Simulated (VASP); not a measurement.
# MoSe2 (P6_3/mmc) in VASP: notebook

The runs below take MoSe2 through relaxation of shape and atoms at fixed volume, relaxation of cell and atoms, with PBE, rev-vdW-DF2.

All numbers are computed with VASP 6.6.1; they aren't measurements. Logs are shortened: lines on timing, memory, paths and dates and some standing lists are left out, and cuts for length are marked.

## (1) The structure

Symmetry: P6_3/mmc, No. 194, hexagonal system. The conventional cell has a = 3.288 Å, b = 3.288 Å, c = 12.900 Å, α = 90.00°, β = 90.00°, γ = 120.00°. Around Mo (site symmetry -6m2) lie 6 Se at 2.49 Å. Around Se (site symmetry 3m) lie 3 Mo at 2.49 Å.

## (2) Relaxation of shape and atoms at fixed volume, PBE (a relaxed cell with its volume scaled by 1.04)

INCAR

```
PREC     = Accurate       # precision mode
ENCUT    = 600            # plane-wave cutoff, eV
EDIFF    = 1E-7           # SCF threshold, eV
ISMEAR   = 0              # smearing method
SIGMA    = 0.03           # smearing width, eV
LREAL    = F              # projectors in reciprocal space
LASPH    = T              # aspherical terms in the spheres
NELM     = 80             # most SCF steps
ALGO     = Normal         # electronic algorithm
ISIF     = 4              # what is computed and relaxed
LWAVE    = F              # write WAVECAR
LCHARG   = F              # write CHGCAR
GGA      = PE             # functional
IBRION   = 2              # ionic algorithm
NSW      = 40             # ionic steps
EDIFFG   = -0.01          # ionic threshold
KPAR     = 2
```

KPOINTS

```
regular mesh
0
Gamma
  9 9 2
```

POSCAR

```
MoSe2                                   
1.0
    3.3653530955      0.0000000000      0.0000000000
   -1.6826765478      2.9144812735     -0.0000000000
   -0.0000000000     -0.0000000000     15.0669024713
  Mo              Se            
     2     4
Direct
     0.3333333332999970    0.6666666667000030    0.2500000000000000
     0.6666666667000030    0.3333333332999970    0.7500000000000000
     0.3333333332999970    0.6666666667000030    0.6376573890169728
     0.6666666667000030    0.3333333332999970    0.1376573890169800
     0.3333333332999970    0.6666666667000030    0.8623426109830272
     0.6666666667000030    0.3333333332999970    0.3623426109830200
```

Potentials or basis: VASP PAW PBE potentials, release 64 (Mo_sv, Se).

Command:

```console
> cat potpaw_PBE.64/Mo_sv/POTCAR potpaw_PBE.64/Se/POTCAR > POTCAR
> mpirun -np 2 vasp_std > vasp.out
```

OUTCAR:

```text
PREC = Accurate
   ENCUT = 600
   EDIFF = 1E-7
   ISMEAR = 0
   LREAL = F
   LASPH = T
   NELM = 80
   ISIF = 4
   GGA = PE
   IBRION = 2
   NSW = 40
   EDIFFG = -0.01

 ion  position               nearest neighbor table
   1  0.333  0.667  0.250-   4 2.58   6 2.58   4 2.58   6 2.58   4 2.58   6 2.58
   2  0.667  0.333  0.750-   3 2.58   5 2.58   3 2.58   5 2.58   3 2.58   5 2.58
   3  0.333  0.667  0.638-   2 2.58   2 2.58   2 2.58
   4  0.667  0.333  0.138-   1 2.58   1 2.58   1 2.58
   5  0.333  0.667  0.862-   2 2.58   2 2.58   2 2.58
   6  0.667  0.333  0.362-   1 2.58   1 2.58   1 2.58

  LATTYP: Found a hexagonal cell.
 ALAT       =     3.3653530955
 C/A-ratio  =     4.4770643804

  Lattice vectors:

 A1 = (   3.3653530955,   0.0000000000,   0.0000000000)
 A2 = (  -1.6826765478,   2.9144812735,   0.0000000000)
 A3 = (   0.0000000000,   0.0000000000,  15.0669024713)

Analysis of symmetry for initial positions (statically):
=====================================================================
 Subroutine PRICEL returns:
 Original cell was already a primitive cell.

 Routine SETGRP: Setting up the symmetry group for a
 hexagonal supercell.

 Subroutine GETGRP returns: Found 24 space group operations
 (whereof 12 operations were pure point group operations)
 out of a pool of 24 trial point group operations.

The static configuration has the point symmetry D_3d.
 The point group associated with its full space group is D_6h.

Analysis of symmetry for dynamics (positions and initial velocities):
=====================================================================
 Subroutine PRICEL returns:
 Original cell was already a primitive cell.

 Routine SETGRP: Setting up the symmetry group for a
 hexagonal supercell.

 Subroutine GETGRP returns: Found 24 space group operations
 (whereof 12 operations were pure point group operations)
 out of a pool of 24 trial point group operations.

The dynamic configuration has the point symmetry D_3d.
 The point group associated with its full space group is D_6h.

 Subroutine INISYM returns: Found 24 space group operations
 (whereof 12 operations are pure point group operations),
 and found     1 'primitive' translations

----------------------------------------------------------------------------------------

                                     Primitive cell

  volume of cell :     147.7801

  direct lattice vectors                    reciprocal lattice vectors
     3.365353096  0.000000000  0.000000000     0.297145640  0.171557115  0.000000000
    -1.682676548  2.914481273  0.000000000     0.000000000  0.343114231  0.000000000
     0.000000000  0.000000000 15.066902471     0.000000000  0.000000000  0.066370643

  length of vectors
     3.365353096  3.365353096 15.066902471     0.343114231  0.343114231  0.066370643

  position of ions in fractional coordinates (direct lattice)
     0.333333333  0.666666667  0.250000000
     0.666666667  0.333333333  0.750000000
     0.333333333  0.666666667  0.637657389
     0.666666667  0.333333333  0.137657389
     0.333333333  0.666666667  0.862342611
     0.666666667  0.333333333  0.362342611

  ion indices of the primitive-cell ions
   primitive index   ion index
                 1           1
                 2           2
                 3           3
                 4           4
                 5           5
                 6           6

----------------------------------------------------------------------------------------

 KPOINTS: regular mesh

Automatic generation of k-mesh.
 Grid dimensions read from file:
 generate k-points for:    9    9    2

 Generating k-lattice:

  Cartesian coordinates                     Fractional coordinates (reciprocal lattice)
     0.033016182  0.019061902  0.000000000     0.111111111 -0.000000000  0.000000000
     0.000000000  0.038123803  0.000000000     0.000000000  0.111111111  0.000000000
     0.000000000  0.000000000  0.033185321     0.000000000  0.000000000  0.500000000

  Length of vectors
     0.038123803  0.038123803  0.033185321

  Shift w.r.t. Gamma in fractional coordinates (k-lattice)
     0.000000000  0.000000000  0.000000000

 Subroutine IBZKPT returns following result:
 ===========================================

 Found     24 irreducible k-points:

 Following reciprocal coordinates:
            Coordinates               Weight
  0.000000  0.000000  0.000000      1.000000
  0.111111  0.000000  0.000000      6.000000
  0.222222  0.000000  0.000000      6.000000
  0.333333  0.000000  0.000000      6.000000
  0.444444  0.000000  0.000000      6.000000
  0.111111  0.111111  0.000000      6.000000
[... 16 lines left out ...]
  0.333333  0.222222  0.500000     12.000000
  0.333333  0.333333  0.500000      2.000000
   k-points           NKPTS =     24   k-points in BZ     NKDIM =     24   number of bands    NBANDS=     31
   number of dos      NEDOS =    301   number of ions     NIONS =      6
   total plane-waves  NPLWV =  94080
   dimension x,y,z NGX =    28 NGY =   28 NGZ =  120
   dimension x,y,z NGXF=    56 NGYF=   56 NGZF=  240
   ions per type =               2   4
   NGX,Y,Z   is equivalent  to a cutoff of  13.83, 13.83, 13.24 a.u.
   NGXF,Y,Z  is equivalent  to a cutoff of  27.66, 27.66, 26.48 a.u.
 SYSTEM =  unknown system
   PREC   = accura    normal or accurate (medium, high low for compatibility)
   ISTART =      0    job   : 0-new  1-cont  2-samecut
   ICHARG =      2    charge: 1-file 2-atom 10-const
   ISPIN  =      1    spin polarized calculation?
   LNONCOLLINEAR =      F non collinear calculations
   LSORBIT =      F    spin-orbit coupling
   LASPH  =      T    aspherical Exc in radial PAW
   ENCUT  =  600.0 eV  44.10 Ry    6.64 a.u.   6.72  6.72 30.09*2*pi/ulx,y,z
   NELM   =     80;   NELMIN=  2; NELMDL= -5     # of ELM steps
   EDIFF  = 0.1E-06   stopping-criterion for ELM
   LREAL  =      F    real-space projection
   EDIFFG = -.1E-01   stopping-criterion for IOM
   NSW    =     40    number of steps for IOM
   IBRION =      2    ionic relax: 0-MD 1-quasi-New 2-CG
   NFREE  =      1    steps in history (QN), initial steepest desc. (CG)
   ISIF   =      4    stress and relaxation
   ISYM   =      2    0-nonsym 1-usesym 2-fastsym
   POTIM  = 0.5000    time-step for ionic-motion
   TEBEG  =    0.0;   TEEND  =   0.0 temperature during run
   PSTRESS=    0.0 pullay stress
   NELECT =      52.0000    total number of electrons
   NUPDOWN=      -1.0000    fix difference up-down
   EMIN   =  10.00;   EMAX   =-10.00  energy-range for DOS
   EFERMI =   0.00;   METHOD = LEGACY
   ISMEAR =     0;   SIGMA  =   0.03  broadening in eV -4-tet -1-fermi 0-gaus
   EFERMI_NEDOS =   21; number of points for ismear=-14 and -15
   IALGO  =     38    algorithm
   IMIX   =      4    mixing-type and parameters
     AMIX     =   0.40;   BMIX     =  1.00
     AMIX_MAG =   1.60;   BMIX_MAG =  1.00
  volume/ion in A,a.u.               =      24.63       166.21
  Fermi-wavevector in a.u.,A,eV,Ry     =   1.155768  2.184085 18.174657  1.335800
  Thomas-Fermi vector in A             =   2.292394
   LORBIT       =      0    0 simple, 1 ext, 2 COOP (PROOUT), +10 PAW based schemes
   GGA     = PE    functional components
   LHFCALC =     F    Hartree Fock is set to
   AEXX    =    0.0000 exact exchange contribution
   IVDW    =     0    specifies the selected vdW correction
   LEPSILON=     F    determine dielectric tensor
   LRPA    =     F    only Hartree local field effects (RPA)
 conjugate gradient relaxation of ions
 non-spin polarized calculation
 Gauss-broadening in eV      SIGMA  =   0.03
  energy-cutoff  :      600.00
  volume of cell :      147.78
 maximum number of plane-waves:      5004
 NGX is ok and might be reduce to    28
   NGX = 13   NGY = 13   NGZ = 61

--------------------------------------- Ionic step        1  -------------------------------------------

 number of electron      52.0000001 magnetization

 Free energy of the ion-electron system (eV)
  ---------------------------------------------------
  ext. energy  EPLUGINS =         0.00000000
  ---------------------------------------------------
  free energy    TOTEN  =       -39.91603998 eV

  energy without entropy =      -39.91603998  energy(sigma->0) =      -39.91603998

------------------------ aborting loop because EDIFF is reached ----------------------------------------

  FORCE on cell =-STRESS in cart. coord.  units (eV):
  Direction    XX          YY          ZZ          XY          YZ          ZX
  --------------------------------------------------------------------------------------
  -------------------------------------------------------------------------------------
  Total       -3.2851814     -3.2851814     -3.8128202      0.0000000     -0.0000000      0.0000000
  in kB      -35.6167308    -35.6167308    -41.3371966      0.0000000     -0.0000000      0.0000000
  external PRESSURE =     -37.5235527 kB  Pullay stress =       0.0000000 kB
[... 265 lines left out ...]
  energy  without entropy=      -39.9839888616  energy(sigma->0) =      -39.98398886

--------------------------------------- Ionic step        8  -------------------------------------------

 number of electron      51.9999999 magnetization

 Free energy of the ion-electron system (eV)
  ---------------------------------------------------
  ext. energy  EPLUGINS =         0.00000000
  ---------------------------------------------------
  free energy    TOTEN  =       -39.98408283 eV

  energy without entropy =      -39.98408283  energy(sigma->0) =      -39.98408283

 E-fermi :   4.3144     XC(G=0):  -9.3343

 val. band max:        4.0158715650   @ k =   0.3333   0.3333   0.0000
 cond. band min:       5.4457686887   @ k =   0.3333   0.3333   0.0000
 fundamental gap:      1.4298971237
 Fermi energy:         4.3144109860

 k-point     1 :       0.0000    0.0000    0.0000
  band No.  band energies     occupation
      1     -56.8423      2.00000
      2     -56.8423      2.00000
      3     -30.9839      2.00000
      4     -30.9839      2.00000
      5     -30.8260      2.00000
      6     -30.8260      2.00000
[... 838 lines left out ...]
  FREE ENERGIE OF THE ION-ELECTRON SYSTEM (eV)
  ---------------------------------------------------
  free  energy   TOTEN  =       -39.9840828337 eV

  energy  without entropy=      -39.9840828337  energy(sigma->0) =      -39.98408283

 reached required accuracy - stopping structural energy minimisation
```

Run time: 3.4 min. Hardware: 2 MPI ranks of Intel Xeon 6975P-C (Granite Rapids), shared host; peak memory 0.37 GiB.

What came out:

```
Free energy               : -39.9841 eV
Energy gained by relaxing : 11.3 meV/atom
Ionic steps               : 8
Pressure after relaxing   : -0.1 GPa
Band gap on the k mesh    : 1.43 eV, direct
```

The path:
| step | energy change (eV) | largest force (eV/Å) | pressure (GPa) |
| --- | --- | --- | --- |
| 1 | 0.0000 | 0.5590 | -3.75 |
| 2 | -0.0346 | 0.1087 | -2.08 |
| 3 | -0.0350 | 0.0529 | -1.88 |
| 4 | -0.0540 | 0.0252 | -1.21 |
| 5 | -0.0677 | 0.0402 | 0.24 |
| 6 | -0.0679 | 0.0325 | 0.06 |
| 7 | -0.0679 | 0.0265 | -0.15 |
| 8 | -0.0680 | 0.0009 | -0.05 |

Final structure:
```
Mo Se
1.0
     3.32254    0.00000    0.00000
    -1.66127    2.87741    0.00000
     0.00000    0.00000   15.45768
Mo Se
2 4
Direct
  0.33333 0.66667 0.25000
  0.66667 0.33333 0.75000
  0.33333 0.66667 0.64195
  0.66667 0.33333 0.14195
  0.33333 0.66667 0.85805
  0.66667 0.33333 0.35805
```

Caveat: an odd mesh through Γ misses points on the zone boundary, where band edges often lie; this functional lacks dispersion, which binds the layers, so the pressure and a relaxed spacing across them are unreliable.

## (3) Relaxation of shape and atoms at fixed volume, PBE (a relaxed cell with its volume scaled by 1.06)

INCAR is that of step 2.

KPOINTS is that of step 2.

POSCAR, as its differences from that of step 2:

```diff
@@ -2,5 +2,5 @@
 1.0
-    3.3653530955      0.0000000000      0.0000000000
-   -1.6826765478      2.9144812735     -0.0000000000
-   -0.0000000000     -0.0000000000     15.0669024713
+    3.3867890435      0.0000000000      0.0000000000
+   -1.6933945218      2.9330453490     -0.0000000000
+   -0.0000000000     -0.0000000000     15.1628725904
   Mo              Se
```

Potentials or basis: VASP PAW PBE potentials, release 64 (Mo_sv, Se).

Command:

```console
> cat potpaw_PBE.64/Mo_sv/POTCAR potpaw_PBE.64/Se/POTCAR > POTCAR
> mpirun -np 2 vasp_std > vasp.out
```

Wall time 3.8 min (2 MPI ranks of Intel Xeon 6975P-C (Granite Rapids), shared host); peak memory 0.37 GiB.

Results (log left out):

* Free energy: -39.9836 eV
* Energy gained by relaxing: 24.6 meV/atom
* Ionic steps: 8
* Pressure after relaxing: -0.1 GPa
* Band gap on the k mesh: 1.43 eV, direct

Step by step:
| step | energy change (eV) | largest force (eV/Å) | pressure (GPa) |
| --- | --- | --- | --- |
| 1 | 0.0000 | 0.8048 | -5.34 |
| 2 | -0.0737 | 0.1777 | -3.07 |
| 3 | -0.0750 | 0.0781 | -2.71 |
| 4 | -0.1165 | 0.0311 | -1.74 |
| 5 | -0.1472 | 0.0735 | 0.23 |
| 6 | -0.1472 | 0.0704 | 0.17 |
| 7 | -0.1474 | 0.0600 | -0.27 |
| 8 | -0.1478 | 0.0006 | -0.07 |

Final structure:
```
Mo Se
1.0
     3.32274    0.00000    0.00000
    -1.66137    2.87757    0.00000
     0.00000    0.00000   15.75309
Mo Se
2 4
Cartesian
  0.0000 1.9184 3.9383
  1.6614 0.9592 11.8148
  0.0000 1.9184 10.1447
  1.6614 0.9592 2.2681
  0.0000 1.9184 13.4850
  1.6614 0.9592 5.6084
```

Levels at points of the mesh, in eV from the valence-band top:
```
           k point  band 24  band 25  band 26  band 27  band 28  band 29
(0.00, 0.00, 0.00)    -1.16    -0.42    -0.08     2.81     2.81     2.81
(0.00, 0.00, 0.50)    -1.16    -0.22    -0.22     2.81     2.81     2.81
```

Caveat: an odd mesh through Γ misses points on the zone boundary, where band edges often lie; this functional lacks dispersion, which binds the layers, so the pressure and a relaxed spacing across them are unreliable.

(Part 1 of 2 ends here.)
